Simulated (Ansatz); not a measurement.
An Ansatz input and the part of its output that reports the observables at the nuclei.

The cell is a Materials Project structure (computed, not necessarily an observed phase), atoms as given.

```yaml
crystal:
  lattice:
    - [3.8071368537, 0.0, 0.0]
    - [-1.9035684269, 3.297077231, 0.0]
    - [0.0, 0.0, 56.05799151]
  atoms:
    - { symbol: Zn, position: [0.0, 0.0, 0.16669763] }
    - { symbol: Zn, position: [0.3333333333, 0.6666666667, 0.72222986] }
    - { symbol: Zn, position: [0.6666666667, 0.3333333333, 0.27776713] }
    - { symbol: Zn, position: [0.0, 0.0, 0.44453989] }
    - { symbol: Zn, position: [0.3333333333, 0.6666666667, 0.55556835] }
    - { symbol: Zn, position: [0.0, 0.0, 0.66669938] }
    - { symbol: Zn, position: [0.3333333333, 0.6666666667, 0.05558375] }
    - { symbol: Zn, position: [0.6666666667, 0.3333333333, 0.61113102] }
    - { symbol: Zn, position: [0.6666666667, 0.3333333333, 0.11110349] }
    - { symbol: Zn, position: [0.3333333333, 0.6666666667, 0.22224444] }
    - { symbol: Zn, position: [0.6666666667, 0.3333333333, 0.77777899] }
    - { symbol: Zn, position: [0.6666666667, 0.3333333333, 0.94448536] }
    - { symbol: Zn, position: [0.3333333333, 0.6666666667, 0.38892099] }
    - { symbol: Zn, position: [0.0, 0.0, 0.33334482] }
    - { symbol: Zn, position: [0.3333333333, 0.6666666667, 0.83342941] }
    - { symbol: Zn, position: [0.0, 0.0, 7.689e-05] }
    - { symbol: Zn, position: [0.6666666667, 0.3333333333, 0.49999047] }
    - { symbol: Zn, position: [0.0, 0.0, 0.88889269] }
    - { symbol: S, position: [0.6666666667, 0.3333333333, 0.98614869] }
    - { symbol: S, position: [0.3333333333, 0.6666666667, 0.43059145] }
    - { symbol: S, position: [0.0, 0.0, 0.04166785] }
    - { symbol: S, position: [0.6666666667, 0.3333333333, 0.65274251] }
    - { symbol: S, position: [0.6666666667, 0.3333333333, 0.15273282] }
    - { symbol: S, position: [0.3333333333, 0.6666666667, 0.0971849] }
    - { symbol: S, position: [0.3333333333, 0.6666666667, 0.76380975] }
    - { symbol: S, position: [0.0, 0.0, 0.7083179] }
    - { symbol: S, position: [0.6666666667, 0.3333333333, 0.81946575] }
    - { symbol: S, position: [0.0, 0.0, 0.37494369] }
    - { symbol: S, position: [0.6666666667, 0.3333333333, 0.31939627] }
    - { symbol: S, position: [0.0, 0.0, 0.93048253] }
    - { symbol: S, position: [0.0, 0.0, 0.4861046] }
    - { symbol: S, position: [0.3333333333, 0.6666666667, 0.26385164] }
    - { symbol: S, position: [0.6666666667, 0.3333333333, 0.54158145] }
    - { symbol: S, position: [0.0, 0.0, 0.20831815] }
    - { symbol: S, position: [0.3333333333, 0.6666666667, 0.87500295] }
    - { symbol: S, position: [0.3333333333, 0.6666666667, 0.59722255] }
kpoints:
  mp_grid: { grid: [8, 8, 1] }
scf:
  occupations: { method: fermi_dirac, width: 0.02 }
hamiltonian:
  xc: lda
  pseudopotentials: { kind: paw }
output:
  forces: true
  stress: true
  populations: true
  efg:
    quadrupole_moments_barn: { Zn: 0.122, S: -0.0694 }
    contact_densities: true
```

```sh
ansatz run input.yaml --threads 1 --pin off --max-ram 3072MiB --backend cpu --events-out ev --progress --plain --runs-dir out
```

Of the output, the block on the nuclei alone is shown; the set-up, the SCF iterations, energies, forces and stress are cut. One atom of each set with nearly equal values is shown.

```
--- PAW observables at the nuclei: V_zz in 10²¹ V/m², potentials from the cell's mean, atoms counted from 1 ---
  atom   1  Zn V_zz =    -0.003223   η = 0.0000   by run symmetry: allowed   C_q = -0.0095 MHz
            electrostatic potential = -3941.588222 V   contact ρ = 165742.135612 e/Å³
  atom   2  Zn V_zz =    -0.004433   η = 0.0000   by run symmetry: allowed   C_q = -0.0131 MHz
            electrostatic potential = -3941.584341 V   contact ρ = 165742.148547 e/Å³
  atom   3  Zn V_zz =    +0.021972   η = 0.0000   by run symmetry: allowed   C_q = +0.0648 MHz
            electrostatic potential = -3941.582168 V   contact ρ = 165742.147625 e/Å³
  atom   4  Zn V_zz =    +0.009879   η = 0.0000   by run symmetry: allowed   C_q = +0.0291 MHz
            electrostatic potential = -3941.593551 V   contact ρ = 165741.997007 e/Å³
  atom   5  Zn V_zz =    -0.111557   η = 0.0000   by run symmetry: allowed   C_q = -0.3291 MHz
            electrostatic potential = -3941.581649 V   contact ρ = 165742.064294 e/Å³
  atom   8  Zn V_zz =    +0.069353   η = 0.0000   by run symmetry: allowed   C_q = +0.2046 MHz
            electrostatic potential = -3941.593493 V   contact ρ = 165741.987709 e/Å³
  atom  11  Zn V_zz =    -0.074694   η = 0.0000   by run symmetry: allowed   C_q = -0.2203 MHz
            electrostatic potential = -3941.583974 V   contact ρ = 165742.053504 e/Å³
  atom  12  Zn V_zz =    -0.108490   η = 0.0000   by run symmetry: allowed   C_q = -0.3200 MHz
            electrostatic potential = -3941.586588 V   contact ρ = 165742.052650 e/Å³
  atom  13  Zn V_zz =    -0.092420   η = 0.0000   by run symmetry: allowed   C_q = -0.2726 MHz
            electrostatic potential = -3941.581620 V   contact ρ = 165742.057601 e/Å³
  atom  15  Zn V_zz =    +0.012191   η = 0.0000   by run symmetry: allowed   C_q = +0.0360 MHz
            electrostatic potential = -3941.599475 V   contact ρ = 165741.987324 e/Å³
  atom  16  Zn V_zz =    +0.041719   η = 0.0000   by run symmetry: allowed   C_q = +0.1231 MHz
            electrostatic potential = -3941.596325 V   contact ρ = 165741.992574 e/Å³
  atom  17  Zn V_zz =    +0.011709   η = 0.0000   by run symmetry: allowed   C_q = +0.0345 MHz
            electrostatic potential = -3941.579130 V   contact ρ = 165742.152616 e/Å³
  atom  19  S  V_zz =    +0.220525   η = 0.0000   by run symmetry: allowed   C_q = -0.3701 MHz
            electrostatic potential = -1633.197714 V   contact ρ = 19601.878989 e/Å³
  atom  20  S  V_zz =    +0.229073   η = 0.0000   by run symmetry: allowed   C_q = -0.3844 MHz
            electrostatic potential = -1633.196660 V   contact ρ = 19601.883203 e/Å³
  atom  21  S  V_zz =    +0.065546   η = 0.0000   by run symmetry: allowed   C_q = -0.1100 MHz
            electrostatic potential = -1633.181962 V   contact ρ = 19601.872931 e/Å³
  atom  22  S  V_zz =    +0.094773   η = 0.0000   by run symmetry: allowed   C_q = -0.1590 MHz
            electrostatic potential = -1633.184082 V   contact ρ = 19601.885770 e/Å³
  atom  23  S  V_zz =    +0.091755   η = 0.0000   by run symmetry: allowed   C_q = -0.1540 MHz
            electrostatic potential = -1633.184041 V   contact ρ = 19601.896617 e/Å³
  atom  24  S  V_zz =    +0.055906   η = 0.0000   by run symmetry: allowed   C_q = -0.0938 MHz
            electrostatic potential = -1633.181400 V   contact ρ = 19601.881217 e/Å³
  atom  25  S  V_zz =    +0.108221   η = 0.0000   by run symmetry: allowed   C_q = -0.1816 MHz
            electrostatic potential = -1633.179972 V   contact ρ = 19601.853010 e/Å³
  atom  27  S  V_zz =    +0.242757   η = 0.0000   by run symmetry: allowed   C_q = -0.4074 MHz
            electrostatic potential = -1633.201865 V   contact ρ = 19601.889812 e/Å³
  atom  28  S  V_zz =    +0.122898   η = 0.0000   by run symmetry: allowed   C_q = -0.2062 MHz
            electrostatic potential = -1633.177665 V   contact ρ = 19601.858049 e/Å³
  atom  29  S  V_zz =    +0.084387   η = 0.0000   by run symmetry: allowed   C_q = -0.1416 MHz
            electrostatic potential = -1633.180558 V   contact ρ = 19601.891341 e/Å³
  atom  30  S  V_zz =    +0.125663   η = 0.0000   by run symmetry: allowed   C_q = -0.2109 MHz
            electrostatic potential = -1633.183865 V   contact ρ = 19601.860378 e/Å³
  atom  31  S  V_zz =    +0.046561   η = 0.0000   by run symmetry: allowed   C_q = -0.0781 MHz
            electrostatic potential = -1633.174323 V   contact ρ = 19601.860243 e/Å³
  atom  32  S  V_zz =    +0.058948   η = 0.0000   by run symmetry: allowed   C_q = -0.0989 MHz
            electrostatic potential = -1633.177514 V   contact ρ = 19601.882101 e/Å³
  atom  33  S  V_zz =    +0.116499   η = 0.0000   by run symmetry: allowed   C_q = -0.1955 MHz
            electrostatic potential = -1633.179423 V   contact ρ = 19601.856549 e/Å³
  atom  34  S  V_zz =    +0.072167   η = 0.0000   by run symmetry: allowed   C_q = -0.1211 MHz
            electrostatic potential = -1633.179023 V   contact ρ = 19601.886441 e/Å³
  atom  35  S  V_zz =    +0.053492   η = 0.0000   by run symmetry: allowed   C_q = -0.0898 MHz
            electrostatic potential = -1633.178975 V   contact ρ = 19601.863058 e/Å³
  atom  36  S  V_zz =    +0.207413   η = 0.0000   by run symmetry: allowed   C_q = -0.3481 MHz
            electrostatic potential = -1633.193971 V   contact ρ = 19601.873789 e/Å³
```

Hardware: 1 thread of Intel Xeon 6975P-C (Granite Rapids) (x86_64; 32 cores open to the job, memory cap 3.0 GiB, no GPU), a shared host with a load of 0.5 a core. Wall time 2.7 min, CPU time 2.7 min, peak memory 1.7 GiB.
